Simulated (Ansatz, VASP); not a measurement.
**Y: VASP beside Ansatz**

File INCAR:

```
SYSTEM = Y
ALGO = Normal
EDIFF = 1E-6
ENCUT = 520
GGA = PE
ISIF = 2
ISMEAR = -1
LASPH = .True.
LCHARG = .True.
LELF = .True.
LREAL = .False.
LVHAR = .True.
LWAVE = .False.
NBANDS = 12
NELM = 60
PREC = Accurate
SIGMA = 0.03
```

The input KPOINTS:

```
k-points
0
Gamma
  12 12 12
  0 0 0
```

Contents of POSCAR:

```
Y
1.0
    0.0000000000      2.5734431823      2.5734431823
    2.5734431823      0.0000000000      2.5734431823
    2.5734431823      2.5734431823      0.0000000000
Y
1
Direct
    0.0000000000      0.0000000000      0.0000000000
```

Input for Ansatz:

```yaml
crystal:
  lattice:
    - [0.0, 2.5734431823, 2.5734431823]
    - [2.5734431823, 0.0, 2.5734431823]
    - [2.5734431823, 2.5734431823, 0.0]
  atoms:
    - { symbol: "Y", position: [0.0, 0.0, 0.0] }
kpoints:
  mp_grid: { grid: [12, 12, 12] }
scf:
  occupations: { method: fermi_dirac, width: 0.03 }
hamiltonian:
  xc: pbe
  pseudopotentials: { kind: all_electron, lapw: { basis_error: 0.0005 } }
output:
  forces: true
  stress: true
  eigenvalues: true
```

Change from the starting cell: volume scaled by 1.05.

Alike in both runs: task single point; functional PBE; k mesh 12 × 12 × 12; occupations fermi-dirac, width 0.03 eV; no spin polarisation.

|  | VASP | Ansatz |
| --- | --- | --- |
| version | VASP 6.6.1 | Ansatz 0.2.0 |
| potentials or method | VASP PAW PBE potentials, release 64 (Y_sv) | all-electron LAPW, scalar-relativistic |
| plane-wave cutoff (eV) | 520 | see its input |

```tsv
	VASP	Ansatz	Ansatz less VASP
pressure (GPa)	-1.9	-1.8	+0.13
```

Ansatz ran all-electron here, so the differences hold the error of VASP's frozen core and of both bases.
